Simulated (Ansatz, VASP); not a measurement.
# Si (Si(110)) in two plane-wave programs, part 2 of 2

Wanted: the spread between two codes on one cell, functional and k mesh.

VASP 6.6.1 and Ansatz 0.2.0.

So far: Starting point; VASP: band structure, PBE.

## 3. Ansatz: band structure, PBE

Level of this step: Ansatz beside VASP: Kohn-Sham DFT, plane waves, PBE (Ansatz).

Ansatz runs on its default PAW (the set named soft_2) files.

The same cell, functional, mesh and smearing now go to Ansatz, which takes its cutoff from its data sets.

input.yaml

```yaml
crystal:
  lattice:
    - [3.8282773623, 0.0, 0.0]
    - [0.0, 5.4140017663, 0.0]
    - [0.0, 0.0, 31.5469775328]
  atoms:
    - { symbol: Si, position: [0.75, 0.387151683, 0.7428622901] }
    - { symbol: Si, position: [0.25, 0.612848317, 0.7428622901] }
    - { symbol: Si, position: [0.25, 0.8770325606, 0.6852285892] }
    - { symbol: Si, position: [0.75, 0.1229674394, 0.6852285892] }
    - { symbol: Si, position: [0.75, 0.3746697443, 0.6236303267] }
    - { symbol: Si, position: [0.25, 0.6253302557, 0.6236303267] }
    - { symbol: Si, position: [0.25, 0.8739745488, 0.5617961432] }
    - { symbol: Si, position: [0.75, 0.1260254512, 0.5617961432] }
    - { symbol: Si, position: [0.75, 0.3739837134, 0.5] }
    - { symbol: Si, position: [0.25, 0.6260162866, 0.5] }
    - { symbol: Si, position: [0.25, 0.8739745488, 0.4382038568] }
    - { symbol: Si, position: [0.75, 0.1260254512, 0.4382038568] }
    - { symbol: Si, position: [0.75, 0.3746697443, 0.3763696733] }
    - { symbol: Si, position: [0.25, 0.6253302557, 0.3763696733] }
    - { symbol: Si, position: [0.25, 0.8770325606, 0.3147714108] }
    - { symbol: Si, position: [0.75, 0.1229674394, 0.3147714108] }
    - { symbol: Si, position: [0.75, 0.387151683, 0.2571377099] }
    - { symbol: Si, position: [0.25, 0.612848317, 0.2571377099] }
hamiltonian:
  xc: pbe
  pseudopotentials: { kind: paw }
kpoints:
  mp_grid: { grid: [6, 5, 1] }
  band_path:
    path:
      - [0.0, 0.0, 0.0]
      - [0.07692, 0.0, 0.0]
      - [0.15385, 0.0, 0.0]
      - [0.26923, 0.0, 0.0]
      - [0.34615, 0.0, 0.0]
      - [0.42308, 0.0, 0.0]
      - [0.5, 0.0, 0.0]
      - [0.5, 0.07692, 0.0]
      - [0.5, 0.19231, 0.0]
      - [0.5, 0.26923, 0.0]
      - [0.5, 0.34615, 0.0]
      - [0.5, 0.46154, 0.0]
      - [0.5, 0.5, 0.0]
      - [0.42308, 0.5, 0.0]
      - [0.30769, 0.5, 0.0]
      - [0.23077, 0.5, 0.0]
      - [0.11538, 0.5, 0.0]
      - [0.03846, 0.5, 0.0]
      - [0.0, 0.5, 0.0]
      - [0.0, 0.38462, 0.0]
      - [0.0, 0.30769, 0.0]
      - [0.0, 0.23077, 0.0]
      - [0.0, 0.11538, 0.0]
      - [0.0, 0.03846, 0.0]
      - [0.03846, 0.03846, 0.0]
      - [0.11538, 0.11538, 0.0]
      - [0.19231, 0.19231, 0.0]
      - [0.30769, 0.30769, 0.0]
      - [0.38462, 0.38462, 0.0]
      - [0.5, 0.5, 0.0]
    npoints: 1
scf:
  occupations: { method: gaussian, width: 0.03 }
  n_extra_bands: 15
efield:
  axis: 3
  dipole_correction: true
  ramp_width: 0.04
output:
  forces: true
  eigenvalues: true
```

Command:

```bash
$ ansatz run input.yaml --threads 8 --pin off --max-ram 18432MiB --backend cpu --events-out ev --progress --plain --runs-dir out
```

Numbers of over 12 decimals in the logs are rounded to 6 here.

Output:

```text
scf.n_extra_bands = 15 over 36 filled bands (N_el = 72.0): the run solves 51 bands
Engine: ansatz 0.2.0, aarch64-unknown-linux-gnu
Pseudopotentials: kind: paw
Pseudopotential: Si, paw, valence charge 4, recommended cutoff 420 eV (normal), Si.paw.azcp
Functional definition: PBE
  parameter kappa = 0.804
  parameter beta = 0.066725
  exchange = pbe_x(kappa = kappa, mu = beta*pi^2/3)
  correlation = pbe_c(beta = beta)
Crystal: 18 atoms, lattice volume = 653.852 Å³
Basis set: ecut = 420 eV, 12775 PW (Γ), exchange–correlation on 54×80×432 points (8 copies of the dense FFT grid, shifted against one another)
Bands: 51, of which v1, the nominal top of the filled ones, is band 36 counted from 1 (35 counted from 0)
Symmetry: 4 space group operations
k-points: 12 of 30
Non-local potential: Si, projectors of the file, l = 0: 2, l = 1: 2, l = 2: 2
PAW form: soft (Blöchl's): semilocal exchange-correlation on the pseudo side does not see the compensation charge
PAW one-centre angular grid: Si, 110 points (default); XC on 64 Gauss nodes
Initial density: superposition of atomic densities (neutral atoms: chi_scale 0, normalization atom), corrected by the library's trained network
Initial wavefunctions: pseudopotential atomic-orbital guess
Functional: x = pbe(κ = 0.804, μ = 0.219515), c = pbe(β = 0.066725)
SCF iter   1: F=—  HF=-11439.791686 eV  |F-HF|=—  |Δ(HF+E_count)|=         —  Δρ=2.71e-3  dr2=2.40e-1  ethr=1.77e-3  p=0.000 e·Å  D=3.83e-14 V/Å  ΔV_dip=-0.00 eV  dr2_dipole=3.10e-7  V_vac-E_F(+/−)=4.81/4.81 eV  ⟨swp⟩=9.6  Hψ=3756  notcnv=0  defer=23
efield: sawtooth ramp at fractional position 0.9800 (placed from the atoms, in the widest stretch of the axis that holds none; the zero of the levels goes with the place), width 0.0400; the density the first Hamiltonian is built on has a dipole p = 0.000 e·Å; the dipole correction subtracts the counter field D = 3.83e-14 V/Å, which shifts the + side's vacuum level by -0.00 eV against the − side's; the planar-averaged density in the ramp window peaks in size at 4.9e-6 e/Å³
preconditioner: auto → LDOS  [metal: Δε(μ)=0.019 eV  Ē_g=7.322 eV  σ=0.030 eV  W_gap=0.32  n_scr=66 (ndim 8)  ℏωp=12.3 eV  f_vac=0.388  D(μ)=19.79/eV (n_scr^D=156)  β→1.0]
SCF iter   2: F=—  HF=-11439.777586 eV  |F-HF|=—  |Δ(HF+E_count)|=   1.41e-2  Δρ=1.14e-3  dr2=6.17e-2  ethr=3.34e-4  p=0.000 e·Å  D=4.20e-7 V/Å  ΔV_dip=-0.00 eV  dr2_dipole=9.70e-7  V_vac-E_F(+/−)=4.85/4.85 eV  ⟨swp⟩=2.8  Hψ=896  notcnv=0  defer=90
SCF iter   3: F=—  HF=-11439.775643 eV  |F-HF|=—  |Δ(HF+E_count)|=   1.94e-3  Δρ=5.24e-4  dr2=2.86e-2  ethr=8.57e-5  p=-0.000 e·Å  D=-7.75e-7 V/Å  ΔV_dip=0.00 eV  dr2_dipole=3.60e-7  V_vac-E_F(+/−)=4.85/4.85 eV  ⟨swp⟩=2.6  Hψ=837  notcnv=0  defer=101
SCF iter   4: F=—  HF=-11439.773950 eV  |F-HF|=—  |Δ(HF+E_count)|=   1.69e-3  Δρ=2.67e-4  dr2=4.38e-3  ethr=3.97e-5  p=-0.000 e·Å  D=-1.97e-7 V/Å  ΔV_dip=0.00 eV  dr2_dipole=8.77e-9  V_vac-E_F(+/−)=4.84/4.84 eV  ⟨swp⟩=1.2  Hψ=514  notcnv=0  defer=101
SCF iter   5: F=—  HF=-11439.773754 eV  |F-HF|=—  |Δ(HF+E_count)|=   1.96e-4  Δρ=1.57e-4  dr2=8.83e-4  ethr=6.08e-6  p=0.000 e·Å  D=1.73e-7 V/Å  ΔV_dip=-0.00 eV  dr2_dipole=6.78e-9  V_vac-E_F(+/−)=4.83/4.83 eV  ⟨swp⟩=2.5  Hψ=758  notcnv=0  defer=101
SCF iter   6: F=—  HF=-11439.773698 eV  |F-HF|=—  |Δ(HF+E_count)|=   5.59e-5  Δρ=8.44e-5  dr2=2.29e-4  ethr=1.23e-6  p=0.000 e·Å  D=2.02e-7 V/Å  ΔV_dip=-0.00 eV  dr2_dipole=4.31e-9  V_vac-E_F(+/−)=4.82/4.82 eV  ⟨swp⟩=2.7  Hψ=923  notcnv=0  defer=101
SCF iter   7: F=—  HF=-11439.773682 eV  |F-HF|=—  |Δ(HF+E_count)|=   1.68e-5  Δρ=4.29e-5  dr2=4.93e-5  ethr=3.18e-7  p=0.000 e·Å  D=1.58e-7 V/Å  ΔV_dip=-0.00 eV  dr2_dipole=4.48e-11  V_vac-E_F(+/−)=4.82/4.82 eV  ⟨swp⟩=2.2  Hψ=775  notcnv=0  defer=101
SCF iter   8: F=—  HF=-11439.773625 eV  |F-HF|=—  |Δ(HF+E_count)|=   5.68e-5  Δρ=2.03e-5  dr2=8.34e-6  ethr=6.85e-8  p=0.000 e·Å  D=1.01e-7 V/Å  ΔV_dip=-0.00 eV  dr2_dipole=1.04e-10  V_vac-E_F(+/−)=4.82/4.82 eV  ⟨swp⟩=2.2  Hψ=919  notcnv=0  defer=101
SCF iter   9: F=—  HF=-11439.773625 eV  |F-HF|=—  |Δ(HF+E_count)|=   2.18e-7  Δρ=6.88e-6  dr2=1.10e-6  ethr=1.16e-8  p=0.000 e·Å  D=4.57e-8 V/Å  ΔV_dip=-0.00 eV  dr2_dipole=3.57e-11  V_vac-E_F(+/−)=4.82/4.82 eV  ⟨swp⟩=2.1  Hψ=856  notcnv=0  defer=101
SCF iter  10: F=—  HF=-11439.773625 eV  |F-HF|=—  |Δ(HF+E_count)|=   3.88e-8  Δρ=2.37e-6  dr2=1.03e-7  ethr=1.52e-9  p=0.000 e·Å  D=2.27e-8 V/Å  ΔV_dip=-0.00 eV  dr2_dipole=1.10e-11  V_vac-E_F(+/−)=4.82/4.82 eV  ⟨swp⟩=2.1  Hψ=904  notcnv=0  defer=101
SCF iter  11: F=-11439.773625 eV  HF=-11439.773625 eV  |F-HF|=1.39e-8  |Δ(HF+E_count)|=   5.68e-8  Δρ=8.08e-7  dr2=1.00e-8  ethr=1.39e-10  p=0.000 e·Å  D=1.50e-8 V/Å  ΔV_dip=-0.00 eV  dr2_dipole=1.06e-12  V_vac-E_F(+/−)=4.82/4.82 eV  ⟨swp⟩=17.2  Hψ=3716  notcnv=0
SCF 1 converged in 11 iterations: F = -11439.773625 eV  dr2 = 1.00e-8
  greatest PAW one-centre occupation: 0.653 electrons in one spin orbital (limit 2), on the Si atom at site 1 (counted from 0), in its partial waves of l = 0
NSCF: frozen V_eff on 30 k-points
efield: sawtooth ramp at fractional position 0.9800 (kept from the solve that this one continues, or follows in the run), width 0.0400; the density the first Hamiltonian is built on has a dipole p = 0.000 e·Å; the dipole correction subtracts the counter field D = 1.50e-8 V/Å, which shifts the + side's vacuum level by -0.00 eV against the − side's; the planar-averaged density in the ramp window peaks in size at 1.6e-7 e/Å³
SCF converged after 11 iterations
Free energy (F): -11439.773625 eV
Harris-Foulkes:  -11439.773625 eV  (|F-HF|=1.39e-8)
Internal energy: -11439.764329 eV  (E = F + TS)
E sigma→0 (E₀):  -11439.768977 eV
Entropy (-TS):   -0.009296 eV (-0.516 meV/atom)
Fermi energy:    1.303624 eV
Dipole field:    D = -0.000001 V/Å  (p = -0.000003 e·Å, saw-weighted, corrected)
Work function:   Φ+ = 4.8196 eV   Φ− = 4.8196 eV
Levels:          The Fermi level and band energies are counted from a zero that moves with the ramp; work functions are not
--- Per-component energies (eV) ---
  E_band       = -267.269525
  E_kinetic    = 720.932606
  E_local      = -24532.836105  (includes V_loc(G=0)·N_el)
  E_nonlocal   = 468.722900
  E_hartree    = 11977.739913
  E_xc         = -989.476723
  E_vxc        = -835.821394  (∫ρ·V_xc dr)
  E_paw        = -9229.291039  (= ΣΔE_a)
  E_vpaw       = -43.742677  (= ΣTr[D̂ρ^β])
  E_aug_tail   = 0.000112  (compensation charges beyond the density's cutoff)
  E_efield     = 0.000000  (sawtooth field / dipole correction)
  E_vefield    = 0.000000  (∫n·V_field dr)
  E_ewald      = 10144.444007
  E_smearing   = -0.009296  (= −TS)
  E_closure    = 0.000000  (closes the sum)
  Σ components = -11439.773625   (vs F -11439.773625, Δ=0.00e0)
--- Forces (eV/Å), atoms counted from 1 ---
  atom   1  Si     0.00000000    -0.00794376    -0.00239134
  atom   2  Si     0.00000000     0.00794376    -0.00239134
  atom   3  Si     0.00000000     0.01468779    -0.00121759
  atom   4  Si     0.00000000    -0.01468779    -0.00121759
  atom   5  Si     0.00000000    -0.01143549    -0.01664592
  atom   6  Si     0.00000000     0.01143549    -0.01664592
  atom   7  Si     0.00000000    -0.01948333    -0.00888875
  atom   8  Si     0.00000000     0.01948333    -0.00888875
  atom   9  Si     0.00000000     0.01273730     0.00000007
  atom  10  Si     0.00000000    -0.01273730     0.00000007
  atom  11  Si     0.00000000    -0.01948338     0.00888867
  atom  12  Si     0.00000000     0.01948338     0.00888867
  atom  13  Si     0.00000000    -0.01143568     0.01664594
  atom  14  Si     0.00000000     0.01143568     0.01664594
  atom  15  Si     0.00000000     0.01468767     0.00121768
  atom  16  Si     0.00000000    -0.01468767     0.00121768
  atom  17  Si     0.00000000    -0.00794402     0.00239148
  atom  18  Si     0.00000000     0.00794402     0.00239148
  max |Σ_I F_I| component: 4.81e-7 eV/Å
--- Band table (eV; the first three rows and the last of 12) ---
  k-point 0: bands = [... 32 lower, 0.9818, 1.1378, 1.2576, 1.4330, 2.0083, 2.1038, 2.2344, 2.5269, ... 11 higher]
  k-point 1: bands = [... 32 lower, 0.5950, 0.6294, 1.0855, 1.3175, 1.9881, 2.0810, 2.1927, 2.4878, ... 11 higher]
  k-point 2: bands = [... 32 lower, -0.0086, 0.0395, 1.0678, 1.1555, 1.4348, 1.5530, 2.5378, 2.9813, ... 11 higher]
  k-point 11: bands = [... 32 lower, -0.4329, -0.4329, 1.1707, 1.1707, 1.3697, 1.3697, 3.3723, 3.3723, ... 11 higher]
```

Elapsed: 26 s, on 8 threads of Arm Neoverse N1, shared host; peak memory 2.1 GiB.

The column dr2 measures how far the density is from self-consistency, as an energy; F and HF (Harris–Foulkes) agree once it is small.

## 4. Side by side

Known differences besides the potentials themselves: the cutoff is 420 eV in Ansatz and 320 eV in VASP (PREC = Normal, projectors in real space); VASP leaves aspherical gradient terms in its spheres out (LASPH is not set), Ansatz keeps them. Total energies have different zeros and are not compared.

Compared:

```tsv
quantity	Ansatz	VASP	difference
work function, lower of the two faces (eV)	4.82	4.82	0.00
work function, higher of the two faces (eV)	4.82	4.82	0.00
```

At this near-relaxed geometry the largest component of a force difference is 10 meV/Å. Levels from 3 eV below to 2 eV above the Fermi level differ by 2 meV r.m.s. and 7 meV at most; each VASP level is matched to the nearest of Ansatz, which flatters the figure a little. VASP's log warns that it found no field-free region in the vacuum, so its work functions are uncertain.

## 5. Outcome

| Item | Value |
| --- | --- |
| r.m.s. difference of levels near the Fermi level (band structure, PBE) | 2.2 meV |

The r.m.s. difference of levels near the Fermi level is 2.2 meV (band structure, PBE), within the 80 meV picked in this series as the mark of a large difference. Such differences can come from data sets, numerical settings and the points named under the comparisons, not from the functional's error against experiment.

[Lines on the potential files, build, host, timing and source positions are cut from VASP's logs without a mark.]

[Logs are printed without paths, hosts, clocks, repeated set-up lines and the standing remarks that a program may print on its own settings, such as how far it seeks lower states.]

[Hosts, paths, dates, database ids (printed as entryN), source tags and the programs' standing remarks are cut or masked in the printed files.]
